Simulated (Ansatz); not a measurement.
Before relaxation, clean slab, lower half held (TaN, P-62m (No. 189), (1 0 0) face):

```xyz
24
Lattice="5.8103 0.0000 0.0000 0.0000 5.1880 0.0000 0.0000 0.0000 25.0280" Properties=species:S:1:pos:R:3 pbc="T T T"
N     0.0000    1.5735    8.5000
N     2.9052    1.5735    8.5000
Ta    1.4526    0.0000    8.7699
Ta    4.3577    0.0000    8.7699
Ta    0.0000    2.5940   10.2675
Ta    2.9052    2.5940   10.2675
N     0.0000    4.6350   10.2675
N     2.9052    4.6350   10.2675
Ta    1.4526    0.0000   11.7652
Ta    4.3577    0.0000   11.7652
N     0.0000    1.5735   12.0351
N     2.9052    1.5735   12.0351
N     0.0000    4.1675   12.9929
N     2.9052    4.1675   12.9929
Ta    1.4526    2.5940   13.2628
Ta    4.3577    2.5940   13.2628
Ta    0.0000    0.0000   14.7605
Ta    2.9052    0.0000   14.7605
N     0.0000    2.0410   14.7605
N     2.9052    2.0410   14.7605
Ta    1.4526    2.5940   16.2581
Ta    4.3577    2.5940   16.2581
N     0.0000    4.1675   16.5280
N     2.9052    4.1675   16.5280
```

These are results of DFT PBE+D3(BJ), scalar-relativistic, plane waves, PAW in Ansatz, not measurements. Cutoff 420 eV; k points 5×6×1 on the computed 24-atom cell (Γ-centred); Gaussian smearing, width 0.10 eV; no spin polarisation. A dipole correction removes the field between periodic images along c.

Atoms 1, 2, 3, 4, 5, 6, 7, 8, 9, 10, 11, 12 (counted from 1) are held. The cell is fixed. Force threshold 0.03 eV/Å.

```csv
step,E − E_final (eV),largest force (eV/Å)
1,1.341,3.592
2,0.191,1.064
3,0.082,0.424
4,0.026,0.315
5,0.005,0.137
6,0.001,0.094
7,0.000,0.031
8,0.000,0.010
```

Q: What is the final structure?

A:
```xyz
24
Lattice="5.8103 0.0000 0.0000 0.0000 5.1880 0.0000 0.0000 0.0000 25.0280" Properties=species:S:1:pos:R:3 pbc="T T T"
N     0.0000    1.5735    8.5000
N     2.9052    1.5735    8.5000
Ta    1.4526    0.0000    8.7699
Ta    4.3577    0.0000    8.7699
Ta    0.0000    2.5940   10.2675
Ta    2.9052    2.5940   10.2675
N     0.0000    4.6350   10.2675
N     2.9052    4.6350   10.2675
Ta    1.4526    0.0000   11.7652
Ta    4.3577    0.0000   11.7652
N     0.0000    1.5735   12.0351
N     2.9052    1.5735   12.0351
N     0.0000    4.2159   13.0599
N     2.9052    4.2159   13.0599
Ta    1.4526    2.5977   13.2375
Ta    4.3577    2.5977   13.2375
Ta    0.0000   -0.0296   14.8899
Ta    2.9052   -0.0296   14.8899
N     0.0000    1.9904   14.7027
N     2.9052    1.9904   14.7027
Ta    1.4526    2.7530   16.1167
Ta    4.3577    2.7530   16.1167
N     0.0000    3.9584   16.6170
N     2.9052    3.9584   16.6170
```

Spin–orbit coupling is left out, which can shift energies with elements as heavy as these.

Cost: 1 run of about 26 core-minutes, on Arm Neoverse V2 (shared hosts).